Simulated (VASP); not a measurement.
Crystal: Cu.

```
CELL_PARAMETERS angstrom
0.00000 1.80750 1.80750
1.80750 0.00000 1.80750
1.80750 1.80750 0.00000
ATOMIC_POSITIONS crystal
Cu 0.00000 0.00000 0.00000
```

| Property | Result |
| --- | --- |
| Program | VASP 6.6.1 |
| Task | relaxation of cell and atoms |
| Functional | PBE |
| Dispersion | D3 |
| Potentials or basis | VASP PAW PBE potentials, release 64 (Cu) |
| Cutoff | 600 eV |
| k mesh | 13 × 13 × 13 |
| Occupations | fermi-dirac, width 0.05 eV |
| Spin | no spin polarisation |

At the start: pressure -5.9 GPa; volume 11.81 Å³/atom.

Task: Where does the relaxation end?

Result: Over 3 steps the energy falls by 8.9 meV/atom and the volume is 11.34 Å³/atom (-4.0 %); space group Fm-3m (No. 225, to 0.05 Å).

Step by step:
| step | energy change (eV) | largest force (eV/Å) | pressure (GPa) | volume (Å³) |
| --- | --- | --- | --- | --- |
| 1 | 0.0000 | 0.0000 | -5.87 | 11.81 |
| 2 | -0.0058 | 0.0000 | 3.96 | 11.09 |
| 3 | -0.0089 | 0.0000 | 0.01 | 11.34 |

Final structure:
```yaml
crystal:
  lattice:
    - [0.00000, 1.78338, 1.78338]
    - [1.78338, 0.00000, 1.78338]
    - [1.78338, 1.78338, 0.00000]
  atoms:
    - { symbol: Cu, position: [0.00000, 0.00000, 0.00000] }
```

Caveat: pairwise dispersion overbinds metals, which lowers pressure and volume.
